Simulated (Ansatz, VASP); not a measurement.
One calculation of La, two programs

The input INCAR:

```
SYSTEM = La
PREC = Accurate
ENCUT = 520
EDIFF = 1E-6
ISMEAR = -1
SIGMA = 0.1
LREAL = .FALSE.
LASPH = .TRUE.
NELM = 100
ALGO = Normal
ISIF = 2
LWAVE = .FALSE.
LCHARG = .FALSE.
GGA = PS
NBANDS = 12
```

Contents of KPOINTS:

```
Automatic mesh
0
G
  11 11 11
  0 0 0
```

Contents of POSCAR:

```
La
1.0
    3.1338263881      0.0000000000      0.0000000000
    0.0000000000      3.1338263881      0.0000000000
    0.0000000000      0.0000000000      3.1338263881
La
1
Direct
    0.0000000000      0.0000000000      0.0000000000
```

Input for Ansatz:

```yaml
crystal:
  lattice:
    - [3.1338263881, 0.0, 0.0]
    - [0.0, 3.1338263881, 0.0]
    - [0.0, 0.0, 3.1338263881]
  atoms:
    - { symbol: La, position: [0.0, 0.0, 0.0] }
hamiltonian:
  xc: pbesol
  pseudopotentials:
    kind: paw
    azcp:
      La: "pseudopotentials/La.paw.azcp"
basis:
  ecutwfc: 420
  fft_grid_basis: typed
kpoints:
  mp_grid: { grid: [11, 11, 11], shift: [0, 0, 0] }
magnetization:
  spin_polarized: false
scf:
  occupations: { method: fermi_dirac, width: 0.1 }
  lower_state_search: "off"
output:
  stress: true
```

Alike in both runs: task single point; functional PBEsol; k mesh 11 × 11 × 11; occupations fermi-dirac, width 0.1 eV; no spin polarisation.

|  | VASP | Ansatz |
| --- | --- | --- |
| version | VASP 6.6.1 | Ansatz 0.2.0 |
| potentials or method | VASP PAW PBE potentials, release 64 (La) | plane waves (420 eV) with PAW, scalar-relativistic |
| plane-wave cutoff (eV) | 520 | 420 |
| valence electrons in the cell | 11 | 11 |

Ansatz gave:

- pressure (GPa): 2.5

Question: Which values does VASP return?

Answer: Pressure (GPa): 2.6.

Ansatz warned: «pseudo_functional_mismatch».

Caveats: the PAW data sets were made with another functional, which shifts forces and pressure a little (VASP). Spin-orbit coupling is left out, which matters for the levels of La.
